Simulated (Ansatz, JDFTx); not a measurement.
# Nb: 5 runs at one level of theory

The starting cell:

```
CELL_PARAMETERS angstrom
-1.66395 1.66395 1.66395
1.66395 -1.66395 1.66395
1.66395 1.66395 -1.66395
ATOMIC_POSITIONS crystal
Nb 0.00000 0.00000 0.00000
```

Alike in all runs: task relaxation of cell and atoms; functional PBE; k mesh 11 × 11 × 11; occupations fermi-dirac, width 0.05 eV; no spin polarisation; no spin-orbit coupling.

| program and potentials | plane-wave cutoff (eV) | notes | equilibrium volume (Å³/atom) |
| --- | --- | --- | --- |
| JDFTx, Ansatz-NC-SR-PBE with smoothed tails | 1116 | - | 18.21 |
| JDFTx, SG15-PBE-1.2 with smoothed tails | 1088 | - | 18.19 |
| JDFTx, PseudoDojo-SR-PBE-0.5-stringent with smoothed tails | 1116 | - | 18.22 |
| Ansatz, all-electron LAPW, scalar-relativistic | - | - | 18.21 |
| JDFTx, SPMS-PBE-1.0 with smoothed tails | 1088 | - | 18.23 |

The equilibrium volume spans 18.19 (JDFTx, SG15-PBE-1.2 with smoothed tails) to 18.23 Å³/atom (JDFTx, SPMS-PBE-1.0 with smoothed tails), with all-electron results at 18.21. Relaxations stop with a little pressure left, so the last digit of a volume isn't settled.

The functional is the same throughout but for its coding, so the spread measures potentials, basis and numerics; runs on potential files found faulty are left out.

The four pseudopotential volumes bracket the all-electron value of 18.21 Å³/atom: one coincides with it at the printed precision, one falls below and two lie above. The deviations have no common sign, so there is no evidence that replacing the core with a pseudopotential systematically expands or contracts the metal, and the small differences don't support a ranking of the potentials.

Such close agreement is plausible for body-centred cubic niobium. As a group 5 metal, it fills mainly the bonding part of its broad d band, which gives strong cohesion and a stiff lattice. Small errors in the pressure therefore shift the equilibrium volume only slightly. The extended 4s and 4p semicore shells also matter, because they overlap the 4d region and respond to compression; the agreement suggests that all the potentials describe this core–valence interaction adequately near equilibrium.

Matching volumes don't establish equal accuracy for the elastic constants or for the phonon anomalies tied to niobium's Fermi surface, which probe the curvature of the energy rather than the position of its minimum.
